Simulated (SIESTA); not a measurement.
# Bi in SIESTA: the effect of strain zz

The system is Bi.

```
CELL_PARAMETERS angstrom
3.48860 -3.13258 0.00000
3.48860 3.13258 0.00000
-1.26023 0.00000 2.98901
ATOMIC_POSITIONS crystal
Bi 0.75306 0.75306 0.85738
Bi 0.24694 0.24694 0.14262
```

The cell isn't the ideal one: cell strained along z.

Alike in all runs:

```yaml
Program: SIESTA 5.4.2
Task: band structure
Functional: PBEsol
Potentials_or_basis: PseudoDojo 0.4 standard (PBEsol files)
Basis: DZP (energy shift 0.003 Ry; two zetas on semicore shells)
Grid_cutoff: 500 Ry
Energy_shift: 0.003 Ry
k_mesh: 6 × 6 × 9
Occupations: fermi-dirac, width 0.05 eV
Spin: no spin polarisation
```

| strain zz | pressure (GPa) | largest force (eV/Å) |
| --- | --- | --- |
| -0.04 | 0.3 | 0.02 |
| -0.02 | ? | ? |
| 0 | -1.9 | 0.03 |
| 0.02 | -2.8 | 0.05 |
| 0.04 | -3.5 | 0.07 |

Q: What does the run with strain zz -0.02 give?

A: Pressure -0.9 GPa; largest force 0.01 eV/Å.

Worked out: A parabola through the other rows of the pressure, of slope -55.3 GPa per unit of strain zz there, gives -0.9 GPa, against the run's -0.9. A parabola through the other rows of the largest force, of slope 0.298 eV/Å per unit of strain zz there, gives 0.02 eV/Å, against the run's 0.01.

Caveats: the basis of atomic orbitals isn't converged, which shifts pressures, moduli and gaps.
